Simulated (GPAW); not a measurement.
# Optical response of NaF (Villiaumite), part 2 of 2

Aim: the dielectric function of NaF (Villiaumite), and the optical constants that follow from it.

GPAW 26.7.0; DFT, PBE, plane-wave PAW (GPAW data sets), scalar-relativistic, RPA, optical limit.

So far. Step 2 (Ground state): There is a gap, 6.30 eV on this mesh (points off the mesh can give less), so no carriers' term is needed.

## 4. Dielectric function, RPA

Transitions between filled and empty bands, summed over the zone, give the optical response, so mesh, band count and broadening shape it.

The induced potential is part of this response.

This step: DFT, PBE, plane-wave PAW (GPAW data sets), scalar-relativistic, RPA, optical limit (GPAW 26.7.0).

Contents of df.py:

```python
from gpaw.response.df import DielectricFunction

df = DielectricFunction('full.gpw', frequencies={'type': 'nonlinear', 'domega0': 0.03, 'omega2': 8},
                        ecut=60,
                        eta=0.2,
                        nbands=22,
                        txt='df.txt')
for direction in ['x']:
    df.get_dielectric_function(xc='RPA', direction=direction, filename=f'df_{direction}.csv')
```

Launch:

```sh
OMP_NUM_THREADS=1 python df.py
```

Numbers of over 12 decimals in the logs are rounded to 6 here.

Output:

```text
Using integrator: PointIntegrator
NonLinearFrequencyDescriptor(from 0.000 to 68.379 eV, 503 points)
Nonperiodic BCs:  [False False False]
Using integrator: PointIntegrator
NonLinearFrequencyDescriptor(from 0.000 to 68.379 eV, 503 points)
Nonperiodic BCs:  [False False False]

Calculating chi0 body with:
    Ground state adapter containing:
    Number of spins: 1
    Number of kpoints: 2197
    Number of irreducible kpoints: 84
    Number of completely occupied states: 7
    Number of partially occupied states: 7

    Linear response parametrization:
    q_c: [0.0, 0.0, 0.0]
    Number of frequency points: 503
    Planewave cutoff: 60.0
    Number of bands: 22
    Number of planewaves: 27
    Broadening (eta): 0.2

Integrating chi0 body.

Symmetries of q_c:
    Direct symmetries (Uq -> q): 48
    Indirect symmetries (TUq -> q): 0
In total 48 allowed symmetries.

84 groups of equivalent kpoints. 96.176604% reduction.

Integral kind: spectral function

Calculating chi0 optical extensions with:
    Ground state adapter containing:
    Number of spins: 1
    Number of kpoints: 2197
    Number of irreducible kpoints: 84
    Number of completely occupied states: 7
    Number of partially occupied states: 7

    Linear response parametrization:
    Number of frequency points: 503
    Planewave cutoff: 60.0
    Number of bands: 22
    Number of planewaves: 27
    Broadening (eta): 0.2
Integrating chi0 head and wings.

Symmetries of q_c:
    Direct symmetries (Uq -> q): 48
    Indirect symmetries (TUq -> q): 0
In total 48 allowed symmetries.

84 groups of equivalent kpoints. 96.176604% reduction.

Integral kind: spectral function wings
```

It took 6.5 s on 1 thread of Arm Neoverse V1, shared host; peak memory 0.21 GiB.

Numbers from this step:

```
electronic dielectric constant ε∞, mean over x, y and z (by symmetry where fewer were run) : 1.760
main peak of Im epsilon, first axis                                                        : 13.99 eV
```

Values under the direct gap are tails of Lorentzian lines. Im ε, E ∥ x against photon energy; read off at these points:

photon energy (eV), Im ε, E ∥ x and a bar:
```
     0.00       0.00 
     0.50       0.00 
     1.00       0.00 
     1.50       0.00 
     2.00       0.00 
     2.50       0.01 
     3.00       0.01 
     3.50       0.01 
     4.00       0.01 
     4.50       0.02 
     5.00       0.02 
     5.50       0.04 #
     6.00       0.07 #
     6.50       0.27 ######
     7.00       0.47 #########
     7.50       0.54 ###########
     8.00       0.60 ############
     8.50       0.73 ###############
     8.58       0.75 ###############
     9.00       0.64 #############
     9.50       0.82 #################
    10.00       0.70 ##############
    10.50       0.88 ##################
    11.00       0.86 #################
    11.25       0.98 ####################
    11.50       0.93 ###################
    12.00       0.78 ################
    12.50       0.66 #############
    13.00       0.63 #############
    13.50       0.88 ##################
    14.00       1.48 ##############################
    14.50       1.11 ######################
    15.00       0.85 #################
    15.50       0.76 ###############
    16.00       0.68 ##############
    16.50       0.70 ##############
    17.00       0.62 #############
    17.50       0.57 ############
    18.00       0.61 ############
    18.50       0.56 ###########
    19.00       0.72 ###############
    19.50       0.81 ################
    20.00       0.93 ###################
    20.44       1.01 ####################
    20.50       0.99 ####################
    21.00       0.63 #############
    21.50       0.50 ##########
```

Re ε, E ∥ x against photon energy:

photon energy (eV), Re ε, E ∥ x and a bar from the least value:
```
        0       1.76 #####################
        1       1.77 ######################
        2       1.78 ######################
        3       1.81 ######################
        4       1.86 #######################
        5       1.94 #########################
        6       2.13 ############################
        7       2.22 ##############################
        8       2.00 ##########################
        9       1.86 #######################
       10       1.83 #######################
       11       1.72 #####################
       12       1.46 ################
       13       1.67 ####################
       14       1.45 ################
       15       0.96 ######
       16       1.07 ########
       17       1.08 #########
       18       1.14 ##########
       19       1.26 ############
       20       1.05 ########
       21       0.62
```

Table of refractive index n and extinction k by photon energy:

| photon energy (eV) | n | k |
| --- | --- | --- |
| 0.0 | 1.33 | 0 |
| 0.5 | 1.33 | 3.7e-4 |
| 1.0 | 1.33 | 7.6e-4 |
| 1.5 | 1.33 | 0.00117 |
| 2.0 | 1.33 | 0.00163 |
| 2.5 | 1.34 | 0.00215 |
| 3.0 | 1.35 | 0.00277 |
| 3.5 | 1.35 | 0.00354 |
| 4.0 | 1.36 | 0.00454 |
| 4.5 | 1.38 | 0.00597 |
| 5.0 | 1.39 | 0.00820 |
| 5.5 | 1.42 | 0.0124 |
| 6.0 | 1.46 | 0.0246 |
| 6.5 | 1.51 | 0.0912 |
| 7.0 | 1.50 | 0.156 |
| 7.5 | 1.48 | 0.183 |
| 8.0 | 1.43 | 0.211 |
| 8.5 | 1.44 | 0.255 |
| 9.0 | 1.38 | 0.231 |
| 9.5 | 1.40 | 0.292 |
| 10.0 | 1.38 | 0.256 |
| 10.5 | 1.38 | 0.320 |
| 11.0 | 1.35 | 0.317 |
| 11.5 | 1.27 | 0.363 |
| 12.0 | 1.25 | 0.311 |
| 12.5 | 1.25 | 0.265 |
| 13.0 | 1.31 | 0.238 |
| 13.5 | 1.42 | 0.310 |
| 14.0 | 1.33 | 0.559 |
| 14.5 | 1.12 | 0.493 |
| 15.0 | 1.06 | 0.403 |
| 15.5 | 1.08 | 0.354 |
| 16.0 | 1.08 | 0.316 |
| 16.5 | 1.08 | 0.326 |
| 17.0 | 1.08 | 0.289 |
| 17.5 | 1.08 | 0.266 |
| 18.0 | 1.10 | 0.275 |
| 18.5 | 1.13 | 0.248 |
| 19.0 | 1.16 | 0.311 |
| 19.5 | 1.16 | 0.350 |
| 20.0 | 1.11 | 0.419 |
| 20.5 | 1.01 | 0.490 |
| 21.0 | 0.865 | 0.365 |
| 21.5 | 0.903 | 0.276 |

The reflectivity at normal incidence, E ∥ x by photon energy; read off at these points:

photon energy (eV), reflectivity at normal incidence, E ∥ x (%) and a bar from the least value:
```
     0.00       1.97 #
     0.50       1.98 #
     1.00       1.99 ##
     1.50       2.02 ##
     2.00       2.05 ##
     2.50       2.10 ##
     3.00       2.17 ###
     3.50       2.25 ###
     4.00       2.36 ####
     4.50       2.51 ####
     5.00       2.70 #####
     5.50       2.99 #######
     6.00       3.48 #########
     6.50       4.20 #############
     7.00       4.33 ##############
     7.50       4.27 ##############
     8.00       3.86 ############
     8.50       4.32 ##############
     9.00       3.50 ##########
     9.50       4.19 #############
    10.00       3.61 ##########
    10.50       4.31 ##############
    11.00       3.96 ############
    11.18       4.41 ##############
    11.50       3.90 ############
    12.00       3.09 #######
    12.50       2.61 #####
    13.00       2.87 ######
    13.50       4.53 ###############
    14.00       7.34 ##############################
    14.50       5.44 ####################
    15.00       3.77 ###########
    15.50       2.96 #######
    16.00       2.41 ####
    16.50       2.54 ####
    17.00       2.04 ##
    17.50       1.75 
    18.00       1.92 #
    18.50       1.70 
    19.00       2.58 #####
    19.50       3.10 #######
    20.00       4.06 #############
    20.50       5.64 #####################
    20.57       5.79 ######################
    21.00       4.19 #############
    21.50       2.31 ###
```

The loss function −Im 1/ε at q → 0, E ∥ x has structure finer than the step of the table below, so its rows give means over 0.5 eV, whole bins alone (the curve runs from 0 to 21.9 eV). Peaks (eV: height): 11.63: 0.308, 14.96: 0.524, 20.95: 0.825.

Values under the direct gap are tails of Lorentzian lines. The loss function −Im 1/ε at q → 0, E ∥ x by energy loss; means over each step:

| energy loss (eV) | loss function −Im 1/ε at q → 0, E ∥ x |
| --- | --- |
| 0.5 | 3.2e-4 |
| 1.0 | 6.5e-4 |
| 1.5 | 1.0e-3 |
| 2.0 | 0.00137 |
| 2.5 | 0.00179 |
| 3.0 | 0.00228 |
| 3.5 | 0.00286 |
| 4.0 | 0.00360 |
| 4.5 | 0.00460 |
| 5.0 | 0.00610 |
| 5.5 | 0.00885 |
| 6.0 | 0.0170 |
| 6.5 | 0.0513 |
| 7.0 | 0.0910 |
| 7.5 | 0.114 |
| 8.0 | 0.137 |
| 8.5 | 0.155 |
| 9.0 | 0.162 |
| 9.5 | 0.188 |
| 10.0 | 0.187 |
| 10.5 | 0.216 |
| 11.0 | 0.242 |
| 11.5 | 0.297 |
| 12.0 | 0.283 |
| 12.5 | 0.248 |
| 13.0 | 0.203 |
| 13.5 | 0.207 |
| 14.0 | 0.346 |
| 14.5 | 0.490 |
| 15.0 | 0.505 |
| 15.5 | 0.457 |
| 16.0 | 0.426 |
| 16.5 | 0.428 |
| 17.0 | 0.405 |
| 17.5 | 0.379 |
| 18.0 | 0.360 |
| 18.5 | 0.320 |
| 19.0 | 0.342 |
| 19.5 | 0.381 |
| 20.0 | 0.468 |
| 20.5 | 0.634 |
| 21.0 | 0.778 |
| 21.5 | 0.621 |

From ε follow the optical constants at some laser and lamp lines:

| wavelength (nm) | n | k | R (%) | 1/α |
| --- | --- | --- | --- | --- |
| 633 | 1.33 | 0.002 | 2.1 | 32 µm |
| 532 | 1.34 | 0.002 | 2.1 | 22 µm |
| 450 | 1.34 | 0.002 | 2.1 | 15 µm |
| 405 | 1.35 | 0.003 | 2.2 | 11 µm |
| 365 | 1.35 | 0.003 | 2.2 | 8.6 µm |
| 308 | 1.36 | 0.005 | 2.4 | 5.3 µm |
| 248 | 1.39 | 0.008 | 2.7 | 2.4 µm |

Below the direct gap, k and the depth come from the tails of the Lorentzian lines, not from transitions.

## 5. Results

```yaml
electronic_dielectric_constant_eps_infinity_mean_over_x_y_and_z_by_symmetry_where_fewer_were_run_rpa: 1.76
main_peak_of_im_epsilon_first_axis: 14.0 eV
```

**Reading.** At this level (PBE, RPA) NaF has ε∞ = 1.76 and n = 1.33 at 1550 nm, and Im ε peaks at 14.0 eV. On the mesh the gap is 6.30 eV and the least direct gap 6.30 eV. Local fields change the static value along x from 1.82 to 1.76 (-3 %). Distinct maxima of Im ε, read by a parabola through the highest points, lie at 9.51 eV (0.82), 11.26 eV (0.98), 13.99 eV (1.5) and 20.39 eV (1.0). Excitons and phonon-assisted transitions are missing; PBE gaps are as a rule too small, which pulls the onset down and ε∞ up. The sum runs over mesh points, so small or evenly spaced maxima can still be ripples of the mesh. In this version of GPAW the matrix elements of the optical limit are incomplete, which can lower ε − 1 by up to a tenth where first-row anions or d states rule, and shift it by more in d metals.

[Machine, clock and banner lines and Python warnings are left out of the logs.]

[Logs are printed without paths, hosts, clocks, repeated set-up lines and the standing remarks that a program may print on its own settings, such as how far it seeks lower states.]

[Hosts, paths, dates, database ids (printed as entryN), source tags and the programs' standing remarks are cut or masked in the printed files.]
